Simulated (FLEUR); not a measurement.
# PbS (Galena) (Fm-3m) in FLEUR: single point with PBEsol

Aim: the single point of PbS (Galena) with PBEsol.

Everything below comes from runs of FLEUR MaX-R8.1 (later development tree). Logs are shortened: lines on timing, memory, paths and dates and some standing lists are left out, and cuts for length are marked.

**1. Starting point**

It takes space group Fm-3m (No. 225, cubic). The conventional cell has a = 5.931 Å, b = 5.931 Å, c = 5.931 Å, α = 90.00°, β = 90.00°, γ = 90.00°. Pb (site symmetry m-3m) has 6 S at 2.97 Å as nearest neighbours. S (site symmetry m-3m) is surrounded by 6 Pb at 2.97 Å.

**2. Single point, PBEsol**

inp.xml

```xml
<?xml version="1.0" encoding="UTF-8" standalone="no"?>
<fleurInput fleurInputVersion="0.39">
   <comment>
      PbS                                                                                                 
   </comment>
   <calculationSetup>
      <cutoffs Kmax="4.54" Gmax="14.1" GmaxXC="14.1" numbands="0"/>
      <scfLoop itmax="60" minDistance="0.00001" maxIterBroyd="15" imix="Anderson" alpha="0.05" precondParam="0.0" spinf="2.0" sdNocoIR="T"/>
      <coreElectrons ctail="T" frcor="F" kcrel="0" coretail_lmax="0"/>
      <xcFunctional name="PBEs" relativisticCorrections="F"/>
      <magnetism jspins="1"/>
      <soc l_soc="F" theta="0.0" phi="0.0" spav="F"/>
      <expertModes spex="0" secvar="F"/>
      <geometryOptimization l_f="F" forcealpha="1.0" forcemix="BFGS" epsdisp="0.00001" epsforce="0.00001"/>
      <ldaU l_linMix="F" mixParam="0.05" spinf="1.0"/>
   </calculationSetup>
   <cell>
      <bzIntegration valenceElectrons="26.0" mode="hist" fermiSmearingEnergy="0.00183747">
         <kPointListSelection listName="default-1"/>
         <!-- k-points included here -->
         <xi:include xmlns:xi="http://www.w3.org/2001/XInclude" href="kpts.xml"> </xi:include>
      </bzIntegration>
      <!-- symmetry operations included here -->
      <xi:include xmlns:xi="http://www.w3.org/2001/XInclude" href="sym.xml"> </xi:include>
      <bulkLattice scale="1.0">
         <bravaisMatrix>
            <row-1>    0.0000000000000000     5.6044552540324490     5.6044552540324490</row-1>
            <row-2>    5.6044552540324490     0.0000000000000000     5.6044552540324490</row-2>
            <row-3>    5.6044552540324490     5.6044552540324490     0.0000000000000000</row-3>
         </bravaisMatrix>
      </bulkLattice>
   </cell>
   <atomSpecies>
      <species name="Lead (Pb)" element="Pb" atomicNumber="82">
         <mtSphere radius="2.66" gridPoints="879" logIncrement="0.015"/>
         <atomicCutoffs lmax="10" lnonsphr="10"/>
         <electronConfig flipSpins="F">
            <coreConfig>(1s1/2) (2s1/2) (2p1/2) (2p3/2) (3s1/2) (3p1/2) (3p3/2) (4s1/2) (3d3/2) (3d5/2) (4p1/2) (4p3/2) (4d3/2) (4d5/2) (4f5/2) (4f7/2) (5s1/2)</coreConfig>
            <valenceConfig>(5p1/2) (5p3/2) (6s1/2) (5d3/2) (5d5/2) (6p1/2) (6p3/2)</valenceConfig>
            <stateOccupation state="(6p1/2)" spinUp="0.333333" spinDown="0.333333"/>
            <stateOccupation state="(6p3/2)" spinUp="0.666667" spinDown="0.666667"/>
         </electronConfig>
         <energyParameters s="6" p="6" d="5" f="5"/>
         <lo type="SCLO" l="1" n="5" eDeriv="0"/>
         <lo type="SCLO" l="1" n="5" eDeriv="1"/>
         <lo type="SCLO" l="0" n="6" eDeriv="2"/>
         <lo type="SCLO" l="2" n="5" eDeriv="2"/>
         <lo type="SCLO" l="3" n="5" eDeriv="2"/>
      </species>
      <species name="Sulfur (S)" element="S" atomicNumber="16">
         <mtSphere radius="2.16" gridPoints="735" logIncrement="0.016"/>
         <atomicCutoffs lmax="9" lnonsphr="9"/>
         <electronConfig flipSpins="F">
            <coreConfig>(1s1/2) (2s1/2) (2p1/2) (2p3/2)</coreConfig>
            <valenceConfig>(3s1/2) (3p1/2) (3p3/2)</valenceConfig>
            <stateOccupation state="(3p1/2)" spinUp="0.666667" spinDown="0.666667"/>
            <stateOccupation state="(3p3/2)" spinUp="1.333333" spinDown="1.333333"/>
         </electronConfig>
         <energyParameters s="3" p="3" d="3" f="4"/>
         <lo type="SCLO" l="0" n="3" eDeriv="2"/>
         <lo type="SCLO" l="1" n="3" eDeriv="2"/>
         <lo type="SCLO" l="2" n="3" eDeriv="2"/>
         <lo type="SCLO" l="3" n="4" eDeriv="2"/>
      </species>
   </atomSpecies>
   <atomGroups>
      <atomGroup species="Lead (Pb)">
         <relPos label="                   1">.0000000000 .0000000000 .0000000000</relPos>
         <force calculate="T" relaxXYZ="TTT"/>
      </atomGroup>
      <atomGroup species="Sulfur (S)">
         <relPos label="                   2">1.000/2.000 1.000/2.000 1.000/2.000</relPos>
         <force calculate="T" relaxXYZ="TTT"/>
      </atomGroup>
   </atomGroups>
   <output dos="F" band="F" slice="F">
      <checks vchk="F" cdinf="F"/>
      <bandDOS minEnergy="-.5*Htr" maxEnergy="0.5*Htr" sigma="0.015" storeEVData="T"/>
      <vacuumDOS vacdos="F" integ="F" star="F" nstars="0" locx1="0.0" locy1="0.0" locx2="0.0" locy2="0.0" nstm="0" tworkf="0.0"/>
      <unfoldingBand unfoldBand="F" supercellX="1" supercellY="1" supercellZ="1"/>
      <plotting iplot="0" polar="F">
         <plot TwoD="T" vec1="  1.0  0.0  0.0" vec2="  0.0  1.0  0.0" vec3="  0.0  0.0  1.0" zero="  0.0  0.0  0.0" file="plot"/>
      </plotting>
      <chargeDensitySlicing numkpt="0" minEigenval="0.0" maxEigenval="0.0" nnne="0" pallst="F"/>
      <specialOutput eonly="F"/>
      <moessbauerParams electricFieldGradient="T" isomerShift="T" coreHyperfine="T" valenceHyperfine="T"/>
      <magneticCircularDichroism mcd="F" energyLo="-10.0" energyUp="0.0"/>
   </output>
  <!-- We include the file relax.xml here to enable relaxations (see documentation) -->
  <xi:include xmlns:xi="http://www.w3.org/2001/XInclude" href="relax.xml"> <xi:fallback/> </xi:include>
</fleurInput>
```

crystal.txt

```
PbS
&input cartesian=F /
0.0000000000  2.9657500000  2.9657500000
2.9657500000  0.0000000000  2.9657500000
2.9657500000  2.9657500000  0.0000000000
1.8897261246
1.0 1.0 1.0

2
82 0.0000000000  0.0000000000  0.0000000000
16 0.5000000000  0.5000000000  0.5000000000

&kpt div1=8 div2=8 div3=8 gamma=T /
```

Potentials or basis: all-electron, FLAPW.

Command:

```
> inpgen -f crystal.txt -profile fastHighL
> # inp.xml edited to the form shown
> fleur_MPI
```

Log:

```text
Welcome to FLEUR        (www.flapw.de)
      MaX-Release 8.1          (www.max-centre.eu)

 ========== k-point set info ==========
 Selected k-point list: default-1
 k-point list type: mesh
 8 x 8 x 8
 Number of k points: 29

 ------------Calculation Setup---------------------------
 Number of MPI-tasks      :            1
 Number of PE/node        :            1
 Number of OMP-threads    :            1
 Most efficient MPI parallelization for:
           1          29
 Additional eigenvalue parallelization possible
 Number of basis functions:          638
 Approximate size of matrices (H+S) per k-point:         0.006 GB
 --------------------------------------------------------
 Iteration:     1   Distance:      10.46422134 me/bohr^3
 Iteration:     2   Distance:       9.54608219 me/bohr^3
 Iteration:     3   Distance:       4.90120609 me/bohr^3
 Iteration:     4   Distance:       2.52283242 me/bohr^3
 Iteration:     5   Distance:       0.61597358 me/bohr^3
 Iteration:     6   Distance:       0.19990078 me/bohr^3
 Iteration:     7   Distance:       0.16256941 me/bohr^3
 Iteration:     8   Distance:       0.02382113 me/bohr^3
 Iteration:     9   Distance:       0.00260635 me/bohr^3
 Iteration:    10   Distance:       0.00171121 me/bohr^3
 Iteration:    11   Distance:       0.00033806 me/bohr^3
 Iteration:    12   Distance:       0.00004982 me/bohr^3
 Iteration:    13   Distance:       0.00003405 me/bohr^3
 Iteration:    14   Distance:       0.00000324 me/bohr^3

 ********************************************************************
 Run finished successfully
 Stop message:
   all done
 ********************************************************************
```

out.xml (last iteration):

```text
<iteration numberForCurrentRun="   14" overallNumber="   14">
         <energyParameters units="Htr">
            <atomicEP atomType="1" spin="1" branch="6s" branchLowest="-4.89" branchHighest="0.55" value="-0.0731634378"/>
            <atomicEP atomType="1" spin="1" branch="6p" branchLowest="-2.74" branchHighest="1.39" value="0.2104747186"/>
            <atomicEP atomType="1" spin="1" branch="5d" branchLowest="-14.33" branchHighest="-0.31" value="-0.3386498708"/>
            <atomicEP atomType="1" spin="1" branch="5f" branchLowest="-4.48" branchHighest="1.85" value="0.5500052280"/>
            <loAtomicEP atomType="1" spin="1" branch="5p" branchLowest="-23.25" branchHighest="-2.74" value="-2.8073015037"/>
            <loAtomicEP atomType="1" spin="1" branch="5p" branchLowest="-23.25" branchHighest="-2.74" value="-2.8073015037"/>
            <loAtomicEP atomType="1" spin="1" branch="6s" branchLowest="-4.89" branchHighest="0.55" value="-0.0731634378"/>
            <loAtomicEP atomType="1" spin="1" branch="5d" branchLowest="-14.33" branchHighest="-0.31" value="-0.3702593800"/>
            <loAtomicEP atomType="1" spin="1" branch="5f" branchLowest="-4.48" branchHighest="1.85" value="0.5499921467"/>
            <atomicEP atomType="2" spin="1" branch="3s" branchLowest="-7.29" branchHighest="0.42" value="-0.2276364046"/>
            <atomicEP atomType="2" spin="1" branch="3p" branchLowest="-5.27" branchHighest="0.98" value="0.0911653577"/>
            <atomicEP atomType="2" spin="1" branch="3d" branchLowest="-9.99" branchHighest="1.68" value="0.3672311151"/>
            <atomicEP atomType="2" spin="1" branch="4f" branchLowest="-9.99" branchHighest="3.95" value="0.5410317511"/>
            <loAtomicEP atomType="2" spin="1" branch="3s" branchLowest="-7.29" branchHighest="0.42" value="-0.2276364046"/>
            <loAtomicEP atomType="2" spin="1" branch="3p" branchLowest="-5.27" branchHighest="0.98" value="0.0905290996"/>
            <loAtomicEP atomType="2" spin="1" branch="3d" branchLowest="-9.99" branchHighest="1.68" value="0.3672280304"/>
            <loAtomicEP atomType="2" spin="1" branch="4f" branchLowest="-9.99" branchHighest="3.95" value="0.5410347619"/>
         </energyParameters>
         <eigenvalues>
            <eigenvaluesAt spin="1" ikpt="1" k_x="0.00000000" k_y="0.00000000" k_z="0.00000000">
                      -2.7420376383       -2.7420376383       -2.7420376383       -0.3745992280       -0.3745992280
                      -0.3745992280       -0.3741432682       -0.3741432682       -0.2586280296        0.0187830843
                       0.1615019661        0.1615019661        0.1615019661        0.4313150298        0.4313150298
                       0.4313150298        0.4841463828        0.4841463828        0.4841463828        0.5514218120
                       0.5721916410
            </eigenvaluesAt>
            <eigenvaluesAt spin="1" ikpt="2" k_x="0.00000000" k_y="0.00000000" k_z="0.12500000">
                      -2.7420382793       -2.7420377572       -2.7420377572       -0.3745739840       -0.3745185775
                      -0.3745185775       -0.3741419336       -0.3741419336       -0.2536683516        0.0020710198
                       0.1630404393        0.1630404393        0.1738830682        0.3851555472        0.4021210173
                       0.4021210173        0.4817609636        0.4978615485        0.4978615485        0.5963701198
                       0.6088370860
            </eigenvaluesAt>
            <eigenvaluesAt spin="1" ikpt="3" k_x="0.00000000" k_y="0.00000000" k_z="0.25000000">
                      -2.7420397532       -2.7420380433       -2.7420380433       -0.3748251826       -0.3748251826
                      -0.3745271417       -0.3736342596       -0.3736342596       -0.2398637520       -0.0338482123
                       0.1674261803        0.1674261803        0.1978968170        0.3248766539        0.3573443353
                       0.3573443353        0.4878490895        0.5290063583        0.5290063583        0.6718021094
                       0.6837811525
[... 26 lines left out ...]
            <state n="3" l="1" j="0.5" energy="-127.9056405384" weight="1.0000000000"/>
[... 9 lines left out ...]
            <state n="4" l="3" j="3.5" energy="-4.3993331106" weight="4.0000000000"/>
            <state n="5" l="0" j="0.5" energy="-4.8856594454" weight="1.0000000000"/>
         </coreStates>
         <coreStates atomType="     2" atomicNumber=" 16" spin="1" kinEnergy="    386.8495741483" eigValSum="   -221.7414793482" lostElectrons=" 0.000092">
            <state n="1" l="0" j="0.5" energy="-87.7757021142" weight="1.0000000000"/>
            <state n="2" l="0" j="0.5" energy="-7.2879588586" weight="1.0000000000"/>
            <state n="2" l="1" j="0.5" energy="-5.2998771872" weight="1.0000000000"/>
            <state n="2" l="1" j="1.5" energy="-5.2536007571" weight="2.0000000000"/>
         </coreStates>
         <allElectronCharges>
            <spinDependentCharge spin="1" total="98.0000000" interstitial="3.7634987" mtSpheres="94.2365013"/>
            <totalCharge value="97.9999999986"/>
         </allElectronCharges>
         <moessbauerParams unitsHFF="kG" unitsIS="e/bohr^3" unitsEFG="Htr/bohr^2">
            <coreIsomerShift atomType="1" isTotal="2987072.79290">
               <shell n="1" l="0" isomerShift="2453506.67566"/>
               <shell n="2" l="0" isomerShift="378633.93270"/>
               <shell n="2" l="1" isomerShift="30061.16266"/>
               <shell n="3" l="0" isomerShift="87542.05143"/>
               <shell n="3" l="1" isomerShift="7805.67374"/>
               <shell n="4" l="0" isomerShift="22664.83710"/>
               <shell n="3" l="2" isomerShift="0.00327"/>
               <shell n="4" l="1" isomerShift="1996.87641"/>
               <shell n="4" l="2" isomerShift="0.00091"/>
               <shell n="4" l="3" isomerShift="0.00000"/>
               <shell n="5" l="0" isomerShift="4861.57903"/>
            </coreIsomerShift>
            <coreIsomerShift atomType="2" isTotal="2922.39635">
               <shell n="1" l="0" isomerShift="2715.07931"/>
               <shell n="2" l="0" isomerShift="206.95747"/>
               <shell n="2" l="1" isomerShift="0.35956"/>
            </coreIsomerShift>
            <isomerShift atomType="1" nucleusRadius="0.0001398" averageDensity="2987675.36996"/>
            <isomerShift atomType="2" nucleusRadius="0.0000750" averageDensity="2941.61931"/>
            <electricFieldGradient atomType="1" VXX="0.00000" VYY="0.00000" VZZ="0.00000" asymParam="0.00000">
            </electricFieldGradient>
            <electricFieldGradient atomType="2" VXX="0.00000" VYY="0.00000" VZZ="0.00000" asymParam="0.00000">
            </electricFieldGradient>
         </moessbauerParams>
         <totalEnergy                                    value="   -21321.2755272192" units="Htr">
            <sumOfEigenvalues                            value="   -13162.0310060502">
               <coreElectrons value="-13142.1849825056"/>
               <valenceElectrons value="-19.8460235446"/>
            </sumOfEigenvalues>
            <densityCoulombPotentialIntegral value="-37380.2197314044"/>
            <densityEffectivePotentialIntegral value="-37919.5728451597"/>
            <chargeDenXCDenIntegral value="-409.6280445512"/>
            <FockExchangeEnergyValence value="0.0000000000"/>
            <FockExchangeEnergyCore value="0.0000000000"/>
            <atomTypeDependentContributions atomType="1">
               <electronNucleiInteractionDifferentMTs value="26459.1034889749"/>
               <MadelungTerm value="-40.7354955947"/>
            </atomTypeDependentContributions>
            <atomTypeDependentContributions atomType="2">
               <electronNucleiInteractionDifferentMTs value="471.2204682920"/>
               <MadelungTerm value="-8.0200032137"/>
            </atomTypeDependentContributions>
            <tkbTimesEntropy value="0.0000151898"/>
            <freeEnergy value="-21321.2755424090"/>
            <extrapolationTo0K value="-21321.2755348141"/>
         </totalEnergy>
         <densityConvergence units="me/bohr^3">
            <chargeDensity spin="1" distance="0.0000032432"/>
         </densityConvergence>
      </iteration>
```

It took 70 s on 1 thread of Arm Neoverse V2, shared host; peak memory 0.07 GiB.

Results:

```yaml
Free_energy: -580181.4640 eV
Band_gap_on_the_k_mesh: 0.25 eV, direct
Valence_electrons_inside_the_program's_atomic_spheres: Pb 17.91; S 4.33 (radii Pb 2.66, S 2.16 bohr)
```

Levels at points of the mesh, in eV from the valence-band top:
| k point | band 11 | band 12 | band 13 | band 14 | band 15 | band 16 |
| --- | --- | --- | --- | --- | --- | --- |
| (0.00, 0.00, 0.00) | -2.17 | -2.17 | -2.17 | 5.17 | 5.17 | 5.17 |
| (0.00, 0.00, 0.50) | -1.78 | -1.78 | 0.00 | 0.25 | 1.89 | 1.89 |
| (0.00, 0.50, 0.50) | -5.26 | -3.47 | -3.47 | 3.71 | 5.52 | 5.65 |

Core levels (eV from the Fermi level):
| atom | levels |
| --- | --- |
| 1 Pb | 1s1/2 -87948.8, 2s1/2 -15714.1, 2p1/2 -15089.9, 2p3/2 -12901.1, 3s1/2 -3768.6, 3p1/2 -3487.2, 3p3/2 -2998.8, 4s1/2 -849.8, 3d3/2 -2536.7, 3d5/2 -2432.7, 4p1/2 -728.1, 4p3/2 -608.5, 4d3/2 -410.3, 4d5/2 -388.0, 4f5/2 -131.4, 4f7/2 -126.4, 5s1/2 -139.6 |
| 2 S | 1s1/2 -2395.2, 2s1/2 -205.0, 2p1/2 -150.9, 2p3/2 -149.7 |

Caveat: spin-orbit coupling is left out, which as a rule narrows the gap of such compounds by several tenths of an eV. A k mesh can miss the band edges.
